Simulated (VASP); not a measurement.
## Mg3Sb2: relaxation of cell and atoms with PBEsol

Crystal: Mg3Sb2.

```
Mg Sb
1.0
     4.55240    0.00000    0.00000
    -2.27620    3.94250    0.00000
     0.00000    0.00000    7.18246
Mg Sb
3 2
Direct
  0.33333 0.66667 0.63261
  0.66667 0.33333 0.36739
  0.00000 0.00000 0.00000
  0.33333 0.66667 0.22362
  0.66667 0.33333 0.77638
```

```json
{
  "Program": "VASP 6.6.1",
  "Task": "relaxation of cell and atoms",
  "Functional": "PBEsol",
  "Potentials or basis": "VASP PAW PBE potentials, release 64 (Mg, Sb)",
  "Cutoff": "600 eV",
  "k mesh": "9 × 9 × 5",
  "Occupations": "gaussian, width 0.03 eV",
  "Spin": "no spin polarisation",
  "Further INCAR settings": "ALGO = Normal; EDIFF = 1e-07; IBRION = 2; EDIFFG = -0.005; NSW = 90; ISIF = 3"
}
```

The relaxed volume is 25.82 Å³/atom. The relaxed cell is a = 4.555 Å, b = 4.555 Å, c = 7.186 Å, α = 90.00°, β = 90.00°, γ = 120.00°. The space group after relaxing (to 0.05 Å) is P-3m1 (No. 164) and the energy gained by relaxing is 0.0 meV/atom. The ionic steps are 4 and the pressure after relaxing is 0.0 GPa. The largest force after relaxing is 0.005 eV/Å and the band gap on the k mesh is 0.16 eV, indirect (least direct gap 1.09 eV).

Forces in eV/Å, atoms in the order of the input:
```
Mg   0.000  0.000 -0.004
Mg   0.000  0.000  0.004
Mg   0.000  0.000  0.000
Sb   0.000  0.000  0.005
Sb   0.000  0.000 -0.005
```

Final structure:
```
CELL_PARAMETERS angstrom
4.55465 0.00000 0.00000
-2.27732 3.94444 0.00000
0.00000 0.00000 7.18601
ATOMIC_POSITIONS crystal
Mg 0.33333 0.66667 0.63251
Mg 0.66667 0.33333 0.36749
Mg 0.00000 0.00000 0.00000
Sb 0.33333 0.66667 0.22374
Sb 0.66667 0.33333 0.77626
```

Levels at points of the mesh, in eV from the valence-band top:
| k point | band 4 | band 5 | band 6 | band 7 | band 8 | band 9 | band 10 | band 11 | band 12 |
| --- | --- | --- | --- | --- | --- | --- | --- | --- | --- |
| (0.00, 0.00, 0.00) | -1.16 | -1.16 | -0.44 | -0.44 | 0.00 | 1.09 | 1.15 | 2.99 | 2.99 |

Run time: 74 s on 2 MPI ranks on AMD EPYC 7R13 Processor (Zen 3), on a shared host, peak memory 0.31 GiB a rank.

Caveat: the PAW data sets were made with another functional, which shifts forces and pressure a little; spin-orbit coupling is left out, which moves the levels of the heavy elements; an odd mesh through Γ misses points on the zone boundary, where band edges often lie.
